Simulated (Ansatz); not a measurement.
# As: pressure up to the limit of the methods

Aim: compress As (simple hexagonal type) step by step, far beyond the usual range, and follow pressure and electronic structure. The runs shown use PAW.

Method: DFT PBE, with the methods named in each step, in Ansatz 0.2.0.

## (1) The system as given

Symmetry: P6/mmm, No. 191, hexagonal system. Conventional cell: a = 2.895 Å, b = 2.895 Å, c = 2.722 Å, α = 90.00°, β = 90.00°, γ = 120.00°. As (site symmetry 6/mmm) is surrounded by 8 As at 2.72 to 2.90 Å.

Structure file:

```xyz
1
Lattice="2.8954 0.0000 0.0000 -1.4477 2.5075 0.0000 0.0000 0.0000 2.7217" Properties=species:S:1:pos:R:3 pbc="T T T"
As    0.0000    0.0000    0.0000
```

Whether this phase is the stable one at these pressures isn't tested.

## (2) Cell relaxed at zero pressure, PAW

Input file input.yaml:

```yaml
crystal:
  lattice:
    - [2.8954060997, 0.0, 0.0]
    - [-1.4477030498, 2.5074952366, 0.0]
    - [0.0, 0.0, 2.7216817337]
  atoms:
    - { symbol: As, position: [0.0, 0.0, 0.0] }
kpoints:
  mp_grid: { grid: [15, 15, 14] }
scf:
  occupations: { method: fermi_dirac, width: 0.05 }
hamiltonian:
  xc: pbe
  pseudopotentials: { kind: paw }
output:
  forces: true
  stress: true
relax:
  f_tol: 0.005
  max_steps: 40
  cell: {}
```

Started as:

```bash
$ ansatz run input.yaml --threads 1 --pin off --max-ram 2048MiB --backend cpu --events-out ev --progress --plain --runs-dir out
```

After this run come: Volume scaled by 1, PAW; Shape and atoms relaxed at 0.95 of the volume, PAW; Volume scaled by 0.95, PAW; Shape and atoms relaxed at 0.85 of the volume, PAW; Volume scaled by 0.85, PAW; Shape and atoms relaxed at 0.75 of the volume, PAW; Volume scaled by 0.75, PAW; Volume scaled by 0.75, PAW (cutoff 600 eV); Shape and atoms relaxed at 0.65 of the volume, PAW; Volume scaled by 0.65, PAW; Shape and atoms relaxed at 0.55 of the volume, PAW; Volume scaled by 0.55, PAW; Shape and atoms relaxed at 0.45 of the volume, PAW; Volume scaled by 0.45, PAW; Shape and atoms relaxed at 0.4 of the volume, PAW; Volume scaled by 0.4, PAW; Volume scaled by 0.4, PAW (level accurate).

Q: Predict the outcome of this session. Wanted: PAW pressure at 0.4 of the volume; PAW; fitted bulk modulus at zero pressure.

As calculated:

```
                                          quantity      value
                 PAW pressure at 0.4 of the volume  501.6 GPa
PAW (level accurate) pressure at 0.4 of the volume  500.9 GPa
        fitted bulk modulus at zero pressure (PAW)     81 GPa
                           its pressure derivative       4.11
```

What this shows: By PAW the pressure climbs to 502 GPa at 0.4 of the first volume. One third-order Birch-Murnaghan curve follows these points (B₀ = 81 GPa, B′ = 4.11, misfit at most 0.45 GPa). A fit over so wide a range leans to the high pressures, so B₀ can be off by several per cent. No all-electron run checks these rows here, and frozen cores can fail under such compression. The ions are at rest, and the electrons smeared by 0.05 eV.
